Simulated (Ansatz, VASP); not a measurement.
# Sn in VASP and in Ansatz

```
Sn
1.0
    -2.02919    2.02919    1.66076
     2.02919   -2.02919    1.66076
     2.02919    2.02919   -1.66076
Sn
1
Direct
  0.00000 0.00000 0.00000
```

This isn't the form of Sn at room conditions, which is tetragonal (white tin).

Alike in both runs: task relaxation of cell and atoms; functional PBE; dispersion D3(BJ); k mesh 10 × 10 × 10; occupations fermi-dirac, width 0.05 eV; no spin polarisation.

```csv
,VASP,Ansatz
version,VASP 6.6.1,Ansatz 0.2.0
potentials or method,"VASP PAW PBE potentials, release 64 (Sn_d)",Ansatz PAW
plane-wave cutoff (eV),600,420
valence electrons in the cell,14,14
```

|  | VASP | Ansatz | Ansatz less VASP |
| --- | --- | --- | --- |
| gap on the k mesh at the Fermi level, each at its own relaxed structure (eV) | none | none | - |
| relaxed volume (Å³/atom) | 26.54 | 26.52 | -0.017 |
| relaxed cell length with the largest relative difference (Å) | 3.278 | 3.277 | -0.0009 |
| energy change over the relaxation (meV/atom) | -5 | -5 | 0.0 |

A gap of «none» marks a metal or a gap that the smearing closes.

Caveats: pairwise dispersion overbinds metals, which lowers pressure and volume; the plane-wave basis is chosen anew once the cell has moved, so the energies of steps on either side of that aren't comparable (Ansatz).
